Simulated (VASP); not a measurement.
**PbO2: relaxation of cell and atoms with LDA**

The system is PbO2.

```
Pb O
1.0
     0.00000    2.70199    2.70199
     2.70199    0.00000    2.70199
     2.70199    2.70199    0.00000
Pb O
1 2
Direct
  0.00000 0.00000 0.00000
  0.75000 0.75000 0.75000
  0.25000 0.25000 0.25000
```

The cell comes from a database or a generator and needn't be the stable form of this composition.

```
Program                : VASP 6.6.1
Task                   : relaxation of cell and atoms
Functional             : LDA
Potentials or basis    : VASP PAW LDA potentials, release 64 (Pb_d, O)
Cutoff                 : 600 eV
k mesh                 : 8 × 8 × 8
Occupations            : fermi-dirac, width 0.05 eV
Spin                   : no spin polarisation
Ladder                 : gaps
Further INCAR settings : ALGO = Normal; EDIFF = 1e-06; IBRION = 2; EDIFFG = -0.02; NSW = 60; ISIF = 3
```

```
Relaxed volume                         : 12.26 Å³/atom
Relaxed cell                           : a = 3.733 Å, b = 3.733 Å, c = 3.733 Å, α = 60.00°, β = 60.00°, γ = 60.00°
Space group after relaxing (to 0.05 Å) : Fm-3m (No. 225)
Energy gained by relaxing              : 29.4 meV/atom
Ionic steps                            : 3
Pressure after relaxing                : -0.1 GPa
Band gap on the k mesh                 : none (metal or under the smearing width)
```

The path:
```tsv
step	energy change (eV)	largest force (eV/Å)	pressure (GPa)	volume (Å³)
1	0.0000	0.0000	-9.83	39.45
2	-0.0412	0.0000	9.16	35.02
3	-0.0881	0.0000	-0.09	36.78
```

Final structure:
```
Pb O
1.0
     0.00000    2.63951    2.63951
     2.63951    0.00000    2.63951
     2.63951    2.63951    0.00000
Pb O
1 2
Direct
  0.00000 0.00000 0.00000
  0.75000 0.75000 0.75000
  0.25000 0.25000 0.25000
```

Levels at points of the mesh, in eV from the Fermi level:
```tsv
k point	band 9	band 10	band 11	band 12	band 13	band 14	band 15	band 16	band 17
(0.00, 0.00, 0.00)	-2.15	-2.15	-2.15	-1.43	-1.43	-1.43	6.88	6.88	6.88
(0.50, 0.00, 0.00)	-3.71	-3.16	-3.16	-1.58	-1.58	2.93	7.12	9.79	9.79
(0.50, 0.50, 0.00)	-5.04	-5.04	-0.37	-0.20	-0.20	1.83	6.47	9.18	11.26
```

It took 27 s on 1 thread of Intel(R) Xeon(R) Platinum 8488C (Sapphire Rapids) (shared host), peak memory 0.16 GiB.

Spin-orbit coupling is left out, which matters for the levels of Pb.
